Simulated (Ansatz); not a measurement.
# ReS2 monolayer (2H): phonons and vibrational spectra

Wanted: phonon frequencies of ReS2 monolayer (2H) and what follows from them.

Method: DFT PBE, scalar-relativistic, plane waves, PAW, in Ansatz 0.2.0.

Report form: the programs' logs are mostly left out.

**1. The starting structure**

The cell holds 3 atoms: 1 Re and 2 S. Its edges and angles: a = 3.170 Å, b = 3.170 Å, c = 20.000 Å, α = 90.0°, β = 90.0°, γ = 120.0°. Vacuum lies along c.

**2. Bringing the structure to rest**

The cell and atoms are relaxed, since residual forces and stress would shift the frequencies.

The program solves this slab on a cell height of its own, 30.0 Å, in place of the one typed.

File input.yaml:

```yaml
crystal:
  lattice:
    - [3.17, 0.0, 0.0]
    - [-1.585, 2.7453, 0.0]
    - [0.0, 0.0, 20.0]
  atoms:
    - { symbol: Re, position: [0.333333, 0.666667, 0.5] }
    - { symbol: S, position: [0.666667, 0.333333, 0.5775] }
    - { symbol: S, position: [0.666667, 0.333333, 0.4225] }
  periodic: [true, true, false]
kpoints:
  mp_grid: { grid: [15, 15, 1] }
hamiltonian:
  xc: pbe
scf:
  occupations: { method: gaussian, width: 0.1 }
output:
  forces: true
  stress: true
  eigenvalues: true
  write_density: true
  write_potential: true
  elf: true
  volumetric_format: npy
relax:
  adjacent_minimum: "off"
  f_tol: 0.005
  max_steps: 80
  cell: { stress_2d_tol: 0.02 }
```

Started as:

```bash
$ ansatz run input.yaml --threads 8 --pin off --max-ram 14336MiB --backend cpu --events-out ev --progress --plain --runs-dir out
```

The job ended after 16 s (8 threads of Arm Neoverse V2, shared host; peak memory 0.75 GiB; 1.9 min of CPU time).

The steps of the relaxation:

| step | energy less that of the first step (eV) | largest force component (eV/Å) | volume (Å³) |
| --- | --- | --- | --- |
| 1 | 0.0000 | 0.0889 | 261.08 |
| 2 | -0.0117 | 0.1970 | 266.07 |
| 3 | -0.0593 | 0.3897 | 292.58 |
| 4 | -0.0742 | 0.3484 | 281.51 |
| 5 | -0.0844 | 0.0074 | 285.44 |
| 6 | -0.0844 | 0.0098 | 285.00 |
| 7 | -0.0844 | 0.0001 | 285.13 |
| 8* | -0.0861 | 0.0007 | 285.13 |

Relaxation steps marked * repeat the geometry before them on a plane-wave basis chosen anew for their cell, so energy and pressure can jump there.

Forces are held to the 12 operations that the run works with; a distortion that breaks them can't arise in this run.

| cell as run | before | after | change |
| --- | --- | --- | --- |
| a (Å) | 3.170 | 3.313 | +4.5 % |
| b (Å) | 3.170 | 3.313 | +4.5 % |

The atoms that moved most (Å, along periodic axes as changes of fractional coordinates times the final cell, across vacuum about the mean position):

| atom | dx | dy | dz | length |
| --- | --- | --- | --- | --- |
| S3 | 0.000 | 0.000 | 0.107 | 0.107 |
| S2 | 0.000 | 0.000 | -0.107 | 0.107 |

Final coordinates:

```xyz
3
Lattice="3.3128 0.0000 0.0000 -1.6564 2.8690 0.0000 0.0000 0.0000 30.0000" Properties=species:S:1:pos:R:3
Re    0.0000    1.9126   10.0000
S     1.6564    0.9563   11.4426
S     1.6564    0.9563    8.5574
```

This step gave:

| Item | Value |
| --- | --- |
| gap on the k-mesh | 0 eV |
| area per atom | 3.168 Å² |

Electrostatic potential energy in the ac plane at fractional y = 0.333, with atoms of S within 0.2 Å of it. With pseudopotentials it is smooth inside the atoms' cores, unlike the true potential.

Values in eV, 24 rows by 14 columns, each cell a mean:
```
  0   0   0   0   0   0   0   0   0   0   0   0   0   0
  0   0   0   0   0   0   0   0   0   0   0   0   0   0
  0   0   0   0   0   0   0   0   0   0   0   0   0   0
  0   0   0   0   0   0   0   0   0   0   0   0   0   0
  0   0   0   0   0   0   0   0   0   0   0   0   0   0
  0   0   0   0   0   0   0   0   0   0   0   0   0   0
  0   0   0   0   0   0   0   0   0   0   0   0   0   0
  0   0   0   0   0   0   0   0   0   0   0   0   0   0
  0   0   0   0   0   0   0   0   0   0   0   0   0   0
  0   0   0   0   0   0   0   0   0   0   0   0   0   0
  0   0   0   0   0   0   0   0   0   0   0   0   0   0
  0   0   0   0   0   0   0   0   0   0   0   0   0   0
  0   0   0   0   0   0   0   0   0   0   0   0   0   0
  0   0   0   0   0  -1  -1  -1  -2  -2  -2  -1  -1  -1
 -5  -3  -2  -3  -4  -8 -18 -26 -29 -29 -29 -28 -23 -12
-10 -13 -14 -14 -12 -10 -11 -15 -17 -18 -18 -16 -13 -10
 -9 -10 -11 -11 -10 -10 -14 -19 -22 -23 -22 -21 -17 -11
 -4  -2  -2  -2  -3  -7 -14 -22 -24 -25 -25 -23 -19 -10
  0   0   0   0   0   0   0  -1  -1  -1  -1  -1   0   0
  0   0   0   0   0   0   0   0   0   0   0   0   0   0
  0   0   0   0   0   0   0   0   0   0   0   0   0   0
  0   0   0   0   0   0   0   0   0   0   0   0   0   0
  0   0   0   0   0   0   0   0   0   0   0   0   0   0
  0   0   0   0   0   0   0   0   0   0   0   0   0   0
```
Columns run along a (3.3 Å; values clipped at the 3rd and 97th percentile), rows up along c (30.0 Å). Atoms in or near the plane, at fractional coordinates: S at (0.67, 0.38), S at (0.67, 0.29).

Valence density in the ac plane at fractional y = 0.333, with atoms of S within 0.2 Å of it. It is the smooth field of the valence electrons, not physical close to the nuclei.

Ten even steps from '_' (0.00 × 1e-1 e/Å³) to '@' (9.50 × 1e-1 e/Å³), each cell a mean:
```
__________________________________
__________________________________
__________________________________
__________________________________
__________________________________
__________________________________
__________________________________
__________________________________
__________________________________
__________________________________
__________________________________
__________________________________
__________________________________
__________________..........______
::........::--++%%@@@@####@@@@##==
====++++++====++**************++==
==============++##%%##**####%%**++
::..______..::==##%%%%####%%%%**--
__________________________________
__________________________________
__________________________________
__________________________________
__________________________________
__________________________________
```
Columns run along a (3.3 Å), rows up along c (30.0 Å). Atoms in or near the plane, at fractional coordinates: S at (0.67, 0.38), S at (0.67, 0.29).

ELF in the ac plane at fractional y = 0.333, with atoms of S within 0.2 Å of it. It is the smooth field of the valence electrons, not physical close to the nuclei.

Values, 24 rows by 14 columns, each cell a mean:
```
0.00 0.00 0.00 0.00 0.00 0.00 0.00 0.00 0.00 0.00 0.00 0.00 0.00 0.00
0.00 0.00 0.00 0.00 0.00 0.00 0.00 0.00 0.00 0.00 0.00 0.00 0.00 0.00
0.00 0.00 0.00 0.00 0.00 0.00 0.00 0.00 0.00 0.00 0.00 0.00 0.00 0.00
0.00 0.00 0.00 0.00 0.00 0.00 0.00 0.00 0.00 0.00 0.00 0.00 0.00 0.00
0.00 0.00 0.00 0.00 0.00 0.00 0.00 0.00 0.00 0.00 0.00 0.00 0.00 0.00
0.00 0.00 0.00 0.00 0.00 0.00 0.00 0.00 0.00 0.00 0.00 0.00 0.00 0.00
0.00 0.00 0.00 0.00 0.00 0.00 0.00 0.00 0.00 0.00 0.00 0.00 0.00 0.00
0.00 0.00 0.00 0.00 0.00 0.00 0.00 0.00 0.00 0.00 0.00 0.00 0.00 0.00
0.00 0.00 0.00 0.00 0.00 0.00 0.00 0.00 0.00 0.00 0.00 0.00 0.00 0.00
0.00 0.00 0.00 0.00 0.00 0.00 0.00 0.00 0.00 0.00 0.00 0.00 0.00 0.00
0.00 0.00 0.00 0.00 0.00 0.00 0.00 0.00 0.00 0.00 0.00 0.00 0.00 0.00
0.00 0.00 0.00 0.00 0.00 0.00 0.00 0.00 0.00 0.00 0.00 0.00 0.00 0.00
0.01 0.00 0.00 0.00 0.00 0.01 0.03 0.06 0.09 0.11 0.11 0.08 0.05 0.02
0.17 0.04 0.01 0.02 0.09 0.31 0.52 0.66 0.74 0.77 0.76 0.71 0.60 0.43
0.56 0.26 0.12 0.16 0.42 0.72 0.83 0.79 0.62 0.49 0.54 0.71 0.83 0.80
0.34 0.26 0.24 0.24 0.30 0.42 0.51 0.53 0.48 0.41 0.44 0.51 0.53 0.48
0.40 0.26 0.20 0.22 0.33 0.50 0.61 0.61 0.51 0.40 0.44 0.57 0.63 0.57
0.52 0.23 0.09 0.13 0.37 0.69 0.82 0.82 0.71 0.63 0.66 0.77 0.84 0.78
0.12 0.03 0.01 0.01 0.06 0.22 0.41 0.55 0.64 0.67 0.66 0.60 0.49 0.32
0.00 0.00 0.00 0.00 0.00 0.01 0.02 0.03 0.05 0.06 0.06 0.04 0.02 0.01
0.00 0.00 0.00 0.00 0.00 0.00 0.00 0.00 0.00 0.00 0.00 0.00 0.00 0.00
0.00 0.00 0.00 0.00 0.00 0.00 0.00 0.00 0.00 0.00 0.00 0.00 0.00 0.00
0.00 0.00 0.00 0.00 0.00 0.00 0.00 0.00 0.00 0.00 0.00 0.00 0.00 0.00
0.00 0.00 0.00 0.00 0.00 0.00 0.00 0.00 0.00 0.00 0.00 0.00 0.00 0.00
```
Columns run along a (3.3 Å), rows up along c (30.0 Å). Atoms in or near the plane, at fractional coordinates: S at (0.67, 0.38), S at (0.67, 0.29).

**3. Tight relaxation**

Phonons need a cell at rest on their own settings, so the relaxation is repeated with tight tolerances on forces and stress, using the mesh and the filling of the phonon run that follows.

input.yaml, the sections that differ from step 2:

```yaml
crystal:
  lattice:
    - [3.3128013483, 0.0, 0.0]
    - [-1.6564006741, 2.8689701253, 0.0]
    - [0.0, 0.0, 30.0]
  atoms:
    - { symbol: Re, position: [0.3333333333, 0.6666666667, 0.3333333333] }
    - { symbol: S, position: [0.6666666667, 0.3333333333, 0.3814202625] }
    - { symbol: S, position: [0.6666666667, 0.3333333333, 0.2852464042] }
  periodic: [true, true, false]
kpoints:
  mp_grid: { grid: [18, 18, 1] }
scf:
  occupations: { method: methfessel_paxton, width: 0.15 }
relax:
  adjacent_minimum: "off"
  f_tol: 0.001
  max_steps: 60
  cell: { stress_2d_tol: 0.002 }
# hamiltonian, output: as in step 2
```

The job ended after 12 s (8 threads; peak memory 0.78 GiB).

Little changed from the start: no atom moved by 0.005 Å and no cell edge by 0.1 %.

Numbers from this step:

* area per atom: 3.169 Å²

Valence density in the ac plane at fractional y = 0.333, with atoms of S within 0.2 Å of it. It is the smooth field of the valence electrons, not physical close to the nuclei.

Ten even steps from '0' (0.00 × 1e-1 e/Å³) to '9' (9.50 × 1e-1 e/Å³), each cell a mean:
```
00000000000000000
00000000000000000
00000000000000000
00000000000000000
00000000000000000
00000000000000000
00000000000000000
00000000000000000
00000000000000000
00000000000000000
00000000000000000
00000000000000000
00000000000000000
00000000011111000
21111235899779974
44555445666666654
44444445787677865
21000124788778863
00000000000000000
00000000000000000
00000000000000000
00000000000000000
00000000000000000
00000000000000000
```
Columns run along a (3.3 Å), rows up along c (30.0 Å). Atoms in or near the plane, at fractional coordinates: S at (0.67, 0.38), S at (0.67, 0.29).

Electrostatic potential energy in the ac plane at fractional y = 0.333, with atoms of S within 0.2 Å of it. With pseudopotentials it is smooth inside the atoms' cores, unlike the true potential.

Ten even steps from '0' (-30 eV) to '9' (0 eV), each cell a mean:
```
99999999999999999
99999999999999999
99999999999999999
99999999999999999
99999999999999999
99999999999999999
99999999999999999
99999999999999999
99999999999999999
99999999999999999
99999999999999999
99999999999999999
99999999999999999
99999999999999999
88999875100000126
65545666544334466
66666666432222346
89999886321111247
99999999999999999
99999999999999999
99999999999999999
99999999999999999
99999999999999999
99999999999999999
```
Columns run along a (3.3 Å; values clipped at the 3rd and 97th percentile), rows up along c (30.0 Å). Atoms in or near the plane, at fractional coordinates: S at (0.67, 0.38), S at (0.67, 0.29).

ELF in the ac plane at fractional y = 0.333, with atoms of S within 0.2 Å of it. It is the smooth field of the valence electrons, not physical close to the nuclei.

Ten even steps from '_' (0.00) to '@' (0.85), each cell a mean:
```
__________________________________
__________________________________
__________________________________
__________________________________
__________________________________
__________________________________
__________________________________
__________________________________
__________________________________
__________________________________
__________________________________
__________________________________
____________________........______
::________..--++##%%%%@@@@%%##**==
##--....::++%%@@@@%%**++++##@@@@@@
==--::::::--==++****++====++****++
==--::::::--++**####++====**####**
**--..__..==##@@@@@@%%####%%@@@@@@
..__________::==++**########**++--
__________________________________
__________________________________
__________________________________
__________________________________
__________________________________
```
Columns run along a (3.3 Å), rows up along c (30.0 Å). Atoms in or near the plane, at fractional coordinates: S at (0.67, 0.38), S at (0.67, 0.29).

The largest force component left is 0.028 meV/Å, within the tolerances set.

**4. Zone-centre response**

The zone centre comes first: it holds the modes that light can see, as far as symmetry allows. No field response is asked, since the mesh shows no gap.

input.yaml, the sections that differ from step 3:

```yaml
crystal:
  lattice:
    - [3.3130927299, 0.0, 0.0]
    - [-1.6565463649, 2.8692224692, 0.0]
    - [0.0, 0.0, 30.0]
  atoms:
    - { symbol: Re, position: [0.3333333333, 0.6666666667, 0.3333333333] }
    - { symbol: S, position: [0.6666666667, 0.3333333333, 0.3814109508] }
    - { symbol: S, position: [0.6666666667, 0.3333333333, 0.2852557159] }
  periodic: [true, true, false]
output:
  eigenvalues: true
phonons:
  method: dfpt
# kpoints, hamiltonian, scf: as in step 3
# relax: removed
```

Run time: 38 s. Hardware: 8 threads; peak memory 1.9 GiB.

Numbers from this step:

```yaml
sum_rule_residual_before_enforcement: 5.73e-5 eV/Å²
point_group: -6m2
highest_optical_mode_at_the_zone_centre_no_lo_to_term: 387.1 cm⁻¹
lowest_optical_zone_centre_mode: 276.0 cm⁻¹
```

Patterns of degenerate modes are one choice out of their space. The modes at Γ (shares of kinetic energy by element, %):

| mode | frequency (cm⁻¹) | symmetry | Re % | S % |
| --- | --- | --- | --- | --- |
| 1 | 0.0 | acoustic | 74 | 26 |
| 2 | 0.0 | acoustic | 74 | 26 |
| 3 | 0.0 | acoustic | 74 | 26 |
| 4 | 276.0 | E'' | 0 | 100 |
| 5 | 276.0 | E'' | 0 | 100 |
| 6 | 320.7 | E' | 26 | 74 |
| 7 | 320.7 | E' | 26 | 74 |
| 8 | 366.3 | A2'' | 26 | 74 |
| 9 | 387.1 | A1' | 0 | 100 |

Displacements in mode 5 (276.0 cm⁻¹), the largest set to 1:
```
Re1  0.00  0.00  0.00
S2   0.01 -1.00  0.00
S3  -0.01  1.00  0.00
```

Displacements in mode 8 (366.3 cm⁻¹), the largest set to 1:
```
Re1  0.00  0.00 -0.34
S2   0.00  0.00  1.00
S3   0.00  0.00  1.00
```

Before it was imposed, the acoustic sum rule was missed by 5.7e-5 eV/Å². Small misses are needed for a sound result but don't prove that mesh and cutoff are converged. The lowest optical mode is real, 276 cm⁻¹.

**5. Phonons on a q mesh**

Stability and thermal properties need the whole zone. Linear response on a 6×6×1 q mesh gives force constants as far as a supercell of that size would.

input.yaml, as its differences from that of step 4:

```diff
@@ -20 +20,10 @@
   method: dfpt
+  qmesh: [6, 6, 1]
+  temperatures: { t_max: 1000, t_step: 50 }
+  qpath:
+    path:
+      - [0.0, 0.0, 0.0]
+      - [0.5, 0.0, 0.0]
+      - [0.33333333, 0.33333333, 0.0]
+      - [0.0, 0.0, 0.0]
+    npoints: 10
```

Wall time 8.7 min (8 threads); peak memory 3.6 GiB; 68 min of CPU time.

This step gave:

```yaml
sum_rule_residual_before_enforcement: 3.61e-5 eV/Å²
lowest_frequency_on_the_path: -129.8 cm⁻¹
highest_frequency_on_the_path_or_at_a_solved_wavevector: 387.1 cm⁻¹
lowest_mode_on_the_q_mesh_acoustic_modes_at_gamma_apart: -127.5 cm⁻¹
```

[end of part 1 of 2]

[Logs are printed without paths, hosts, clocks, repeated set-up lines and the standing remarks that a program may print on its own settings, such as how far it seeks lower states.]

[Hosts, paths, dates, database ids (printed as entryN), source tags and the programs' standing remarks are cut or masked in the printed files.]
